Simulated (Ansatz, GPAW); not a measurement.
## One calculation of Sn, 3 ways

```
Sn
1.0
     0.00000    3.23334    3.23334
     3.23334    0.00000    3.23334
     3.23334    3.23334    0.00000
Sn
2
Direct
  0.75000 0.75000 0.75000
  0.50000 0.50000 0.50000
```

This isn't the form of Sn at room conditions, which is tetragonal (white tin).

Alike in all runs: task single point; functional PBE; k mesh 7 × 7 × 7; occupations gaussian, width 0.02 eV; no spin polarisation; no spin-orbit coupling. Pressure is positive in compression and, in plane waves, holds the error of the finite cutoff, which Ansatz's Pulay term estimates and takes out.

```csv
program and potentials,plane-wave cutoff (eV),notes,pressure (GPa)
"Ansatz, Ansatz PAW",420,Pulay term of +0.03 GPa included,3.83
"Ansatz, all-electron LAPW, scalar-relativistic",-,-,3.83
"GPAW, GPAW PAW data sets (gpaw-data 1.2.1)",600,-,3.53
```

The pressure spans 3.53 (GPAW, GPAW PAW data sets (gpaw-data 1.2.1)) to 3.83 GPa (Ansatz, Ansatz PAW), with all-electron results at 3.83.

Differences between rows come from potentials, basis sets and numerical settings, since the functional is the same but for its coding. Runs on potential files found faulty are left out.

The two atoms form the diamond structure of grey tin, and all three runs find this cell under compression: at the PBE level the lattice would expand if released. Since the cell is close to the measured size of grey tin, which is stable at ambient pressure when cold, the positive pressure mainly reflects the functional. PBE typically makes bonds between heavy p-block atoms too long, because its gradient correction weakens the binding too much. The open tetrahedral network, held by rather weak sp³ bonds between diffuse 5s and 5p orbitals, is soft, so a given relative error in bond length corresponds to a smaller pressure than it would in a stiffer crystal such as silicon or diamond.

The Ansatz PAW result matches the all-electron value of 3.83 GPa, which suggests that its potential adds little to this error. GPAW's lower 3.53 GPa probably stems from its data set, but the sign and the conclusion are unchanged. A pressure at one volume says nothing about the balance between grey and white tin, which needs the energies of both phases.
